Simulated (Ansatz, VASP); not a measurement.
# Two plane-wave programs on GaAs

```
CELL_PARAMETERS angstrom
0.00000 2.82685 2.82685
2.82685 0.00000 2.82685
2.82685 2.82685 0.00000
ATOMIC_POSITIONS crystal
As 0.75000 0.75000 0.75000
Ga 0.00000 0.00000 0.00000
```

Alike in both runs: task single point; functional PBE; k mesh 8 × 8 × 8; occupations gaussian, width 0.028 eV; no spin polarisation.

|  | VASP | Ansatz |
| --- | --- | --- |
| version | VASP 6.6.1 | Ansatz 0.2.0 |
| potentials or method | VASP PAW PBE potentials, release 64 (As, Ga_d) | Ansatz PAW |
| plane-wave cutoff (eV) | 520 | 420 |
| valence electrons in the cell | 18 | 28 |

Ansatz gave:

```
gap on the k mesh at the Fermi level (eV) : 0.52
least direct gap on the mesh (eV)         : 0.52
pressure (GPa)                            : 3.3
```

Q: Which values does VASP return?

A: gap on the k mesh at the Fermi level (eV): 0.52; least direct gap on the mesh (eV): 0.52; pressure (GPa): 3.5.

The two sets of potentials don't hold the same shells in valence.

A k mesh can miss the band edges.
